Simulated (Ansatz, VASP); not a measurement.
**One calculation of ZnS, two programs**

File INCAR:

```
PREC = Accurate ; ENCUT = 520
EDIFF = 1E-6 ; ISMEAR = 0
SIGMA = 0.01 ; LREAL = F
LASPH = T ; NELM = 100
ALGO = Normal ; ISIF = 2
LWAVE = F ; LCHARG = F
GGA = CA ; IBRION = 2
NSW = 50 ; EDIFFG = -0.002
```

KPOINTS

```
Automatic mesh
0
Gamma
  8 8 8
```

File POSCAR:

```
ZnS
1.0
    0.0132423456      2.6550902992      2.6550902992
    2.6550902992      0.0132423456      2.6550902992
    2.6550902992      2.6550902992      0.0132423456
Zn S
1 1
Direct
    0.7500000000      0.7500000000      0.7500000000
    0.0000000000      0.0000000000      0.0000000000
```

Input for Ansatz:

```yaml
crystal:
  lattice:
    - [0.01324234563, 2.6550902992, 2.6550902992]
    - [2.6550902992, 0.01324234563, 2.6550902992]
    - [2.6550902992, 2.6550902992, 0.01324234563]
  atoms:
    - { symbol: Zn, position: [0.75, 0.75, 0.75] }
    - { symbol: S, position: [0.0, 0.0, 0.0] }
kpoints:
  mp_grid: { grid: [8, 8, 8] }
scf:
  occupations: { method: fixed }
  convergence: { dr2_threshold: 1.0e-10 }
hamiltonian:
  xc: lda
  pseudopotentials: { kind: all_electron, lapw: { basis_error: 0.0005 } }
output:
  forces: true
  stress: true
  eigenstates:
    kpoints:
      - [0.0, 0.0, 0.0]
      - [0.5, 0.5, 0.0]
      - [0.5, 0.0, 0.5]
      - [0.0, 0.5, 0.5]
      - [0.0, 0.5, 0.0]
      - [0.5, 0.0, 0.0]
      - [0.0, 0.0, 0.5]
      - [0.5, 0.5, 0.5]
relax:
  f_tol: 0.002
  max_steps: 30
```

Change from the starting cell: equal xy, yz and zx engineering shears of +0.5 %.

Alike in both runs: task relaxation of the atoms; functional LDA; k mesh 8 × 8 × 8; no spin polarisation.

```csv
,VASP,Ansatz
version,VASP 6.6.1,Ansatz 0.2.0
potentials or method,"VASP PAW LDA potentials, release 64 (Zn, S)","all-electron LAPW, scalar-relativistic"
plane-wave cutoff (eV),520,see its input
occupations,"gaussian, width 0.01 eV",fixed
```

VASP gave:

```
gap on the k mesh at the Fermi level, each at its own relaxed structure (eV) : 2.14
```

**Question.** Estimate Ansatz's values.

**Answer.** gap on the k mesh at the Fermi level, each at its own relaxed structure (eV): 2.11.

Ansatz ran all-electron here, so the differences hold the error of VASP's frozen core and of both bases.
